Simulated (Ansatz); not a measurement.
An input for Ansatz 0.2.0 (Zn):

run.py

```python
import json

import ase.io
import numpy as np
import spglib

import ansatz as az

atoms = ase.io.read("Zn.cif")
cell, frac, numbers = spglib.find_primitive((atoms.cell[:], atoms.get_scaled_positions(), atoms.numbers), symprec=1e-5)
atoms = ase.Atoms(numbers, cell=cell, scaled_positions=frac, pbc=True)
atoms.set_initial_magnetic_moments([-0.21])

calculation = (
    az.Crystal.from_ase(atoms)
    .calculation()
    .kpoints(7, 7, 7)
    .functional("r2scan0")
    .pseudopotentials(kind="paw")
    .spin("collinear")
    .scf(extra_bands=6)
    .occupations(method="fermi-dirac-dirac", width=0.1)
    .band_structure(path=(((0.0, 0.0, 0.0), (0.5, 0.0, 0.5), (0.5, 0.25, 0.75), (0.375, 0.375, 0.75), (0.0, 0.0,
        0.0), (0.5, 0.5, 0.5), (0.625, 0.25, 0.625), (0.5, 0.25, 0.75), (0.5, 0.5, 0.5), (0.375, 0.375, 0.75)),
        ((0.625, 0.25, 0.625), (0.5, 0.0, 0.5))), intervals=4)
    .forces()
    .stress()
    .band_table(publish=True)
)
outcome = calculation.run(threads=2, events_out="events.jsonl")

report = outcome.report
for line in open("events.jsonl"):
    event = json.loads(line)
    if event["event"] == "scf_iter":
        d = event["data"]
        print(f"SCF {d['iter']:3d}  HF = {d['harris_foulkes_ev']:.6f} eV  dr2 = {d['dr2_ev']:.2e} eV")
    elif event["event"] in ("relax_step", "md_step"):
        d = event["data"]
        print(f"{event['event']} {d['step']:3d}  E = {d['lagrangian_ev']:.6f} eV")
np.set_printoptions(precision=5, suppress=True, linewidth=110)
print("converged:", report["converged"], "after", report["n_iterations"], "iterations")
print(f"free energy {report['free_energy_ev']:.6f} eV, Fermi level {report['fermi_energy_ev']:.4f} eV")
for key in ("band_edges_ev", "magnetization_mub", "site_moments_mub", "site_moments_nc_mub", "forces_ev_ang",
                "stress_gpa"):
    if report.get(key) is not None:
        print(key, np.array(report[key]), sep="\n")
```

File Zn.cif:

```cif
data_Zn
_cell_length_a 4.03166364
_cell_length_b 4.03166364
_cell_length_c 4.03166364
_cell_angle_alpha 90.00000000
_cell_angle_beta 90.00000000
_cell_angle_gamma 90.00000000
_space_group_name_H-M_alt 'Fm-3m'
_space_group_name_Hall '-F 4 2 3'
_space_group_IT_number 225
loop_
_space_group_symop_operation_xyz
'x,y,z'
'-x,-y,-z'
'-y,x,z'
'y,-x,-z'
'-x,-y,z'
'x,y,-z'
'y,-x,z'
'-y,x,-z'
'x,-y,-z'
'-x,y,z'
'-y,-x,-z'
'y,x,z'
'-x,y,-z'
'x,-y,z'
'y,x,-z'
'-y,-x,z'
'z,x,y'
'-z,-x,-y'
'z,-y,x'
'-z,y,-x'
'z,-x,-y'
'-z,x,y'
'z,y,-x'
'-z,-y,x'
'-z,x,-y'
'z,-x,y'
'-z,-y,-x'
'z,y,x'
'-z,-x,y'
'z,x,-y'
'-z,y,x'
'z,-y,-x'
'y,z,x'
'-y,-z,-x'
'x,z,-y'
'-x,-z,y'
'-y,z,-x'
'y,-z,x'
'-x,z,y'
'x,-z,-y'
'-y,-z,x'
'y,z,-x'
'-x,-z,-y'
'x,z,y'
'y,-z,-x'
'-y,z,x'
'x,-z,y'
'-x,z,-y'
'x,y+1/2,z+1/2'
'-x,-y+1/2,-z+1/2'
'-y,x+1/2,z+1/2'
'y,-x+1/2,-z+1/2'
'-x,-y+1/2,z+1/2'
'x,y+1/2,-z+1/2'
'y,-x+1/2,z+1/2'
'-y,x+1/2,-z+1/2'
'x,-y+1/2,-z+1/2'
'-x,y+1/2,z+1/2'
'-y,-x+1/2,-z+1/2'
'y,x+1/2,z+1/2'
[... 40 lines left out ...]
'-x+1/2,-y,z+1/2'
'x+1/2,y,-z+1/2'
'y+1/2,-x,z+1/2'
'-y+1/2,x,-z+1/2'
'x+1/2,-y,-z+1/2'
'-x+1/2,y,z+1/2'
'-y+1/2,-x,-z+1/2'
'y+1/2,x,z+1/2'
'-x+1/2,y,-z+1/2'
'x+1/2,-y,z+1/2'
'y+1/2,x,-z+1/2'
'-y+1/2,-x,z+1/2'
'z+1/2,x,y+1/2'
'-z+1/2,-x,-y+1/2'
'z+1/2,-y,x+1/2'
'-z+1/2,y,-x+1/2'
'z+1/2,-x,-y+1/2'
'-z+1/2,x,y+1/2'
'z+1/2,y,-x+1/2'
'-z+1/2,-y,x+1/2'
'-z+1/2,x,-y+1/2'
'z+1/2,-x,y+1/2'
'-z+1/2,-y,-x+1/2'
'z+1/2,y,x+1/2'
'-z+1/2,-x,y+1/2'
'z+1/2,x,-y+1/2'
'-z+1/2,y,x+1/2'
'z+1/2,-y,-x+1/2'
'y+1/2,z,x+1/2'
'-y+1/2,-z,-x+1/2'
'x+1/2,z,-y+1/2'
'-x+1/2,-z,y+1/2'
'-y+1/2,z,-x+1/2'
'y+1/2,-z,x+1/2'
'-x+1/2,z,y+1/2'
'x+1/2,-z,-y+1/2'
'-y+1/2,-z,x+1/2'
'y+1/2,z,-x+1/2'
'-x+1/2,-z,-y+1/2'
'x+1/2,z,y+1/2'
'y+1/2,-z,-x+1/2'
'-y+1/2,z,x+1/2'
'x+1/2,-z,y+1/2'
'-x+1/2,z,-y+1/2'
'x+1/2,y+1/2,z'
'-x+1/2,-y+1/2,-z'
'-y+1/2,x+1/2,z'
'y+1/2,-x+1/2,-z'
'-x+1/2,-y+1/2,z'
'x+1/2,y+1/2,-z'
'y+1/2,-x+1/2,z'
'-y+1/2,x+1/2,-z'
'x+1/2,-y+1/2,-z'
'-x+1/2,y+1/2,z'
'-y+1/2,-x+1/2,-z'
'y+1/2,x+1/2,z'
'-x+1/2,y+1/2,-z'
'x+1/2,-y+1/2,z'
'y+1/2,x+1/2,-z'
'-y+1/2,-x+1/2,z'
'z+1/2,x+1/2,y'
'-z+1/2,-x+1/2,-y'
'z+1/2,-y+1/2,x'
'-z+1/2,y+1/2,-x'
'z+1/2,-x+1/2,-y'
'-z+1/2,x+1/2,y'
'z+1/2,y+1/2,-x'
'-z+1/2,-y+1/2,x'
'-z+1/2,x+1/2,-y'
'z+1/2,-x+1/2,y'
'-z+1/2,-y+1/2,-x'
'z+1/2,y+1/2,x'
'-z+1/2,-x+1/2,y'
'z+1/2,x+1/2,-y'
'-z+1/2,y+1/2,x'
'z+1/2,-y+1/2,-x'
'y+1/2,z+1/2,x'
'-y+1/2,-z+1/2,-x'
'x+1/2,z+1/2,-y'
'-x+1/2,-z+1/2,y'
'-y+1/2,z+1/2,-x'
'y+1/2,-z+1/2,x'
'-x+1/2,z+1/2,y'
'x+1/2,-z+1/2,-y'
'-y+1/2,-z+1/2,x'
'y+1/2,z+1/2,-x'
'-x+1/2,-z+1/2,-y'
'x+1/2,z+1/2,y'
'y+1/2,-z+1/2,-x'
'-y+1/2,z+1/2,x'
'x+1/2,-z+1/2,y'
'-x+1/2,z+1/2,-y'
loop_
_atom_site_label
_atom_site_type_symbol
_atom_site_symmetry_multiplicity
_atom_site_Wyckoff_symbol
_atom_site_fract_x
_atom_site_fract_y
_atom_site_fract_z
_atom_site_occupancy
Zn1 Zn 4 a 0.0000000000 0.0000000000 0.0000000000 1
```

Potentials or basis: Ansatz PAW.

The run is started by

```bash
$ python run.py
```

Problem. What does the program do with it?

Solution. The run stopped without a result. It printed:

Output:

```text
Traceback (most recent call last):
  File "run.py", line 22, in <module>
  [frames inside libraries left out]
ansatz.errors.InputError: .occupations('fermi-dirac-dirac'): not one of fermi_dirac, gaussian, methfessel_paxton, cold, fixed, tetrahedron, tetrahedron_uncorrected, explicit  [scf.occupations.method]
```
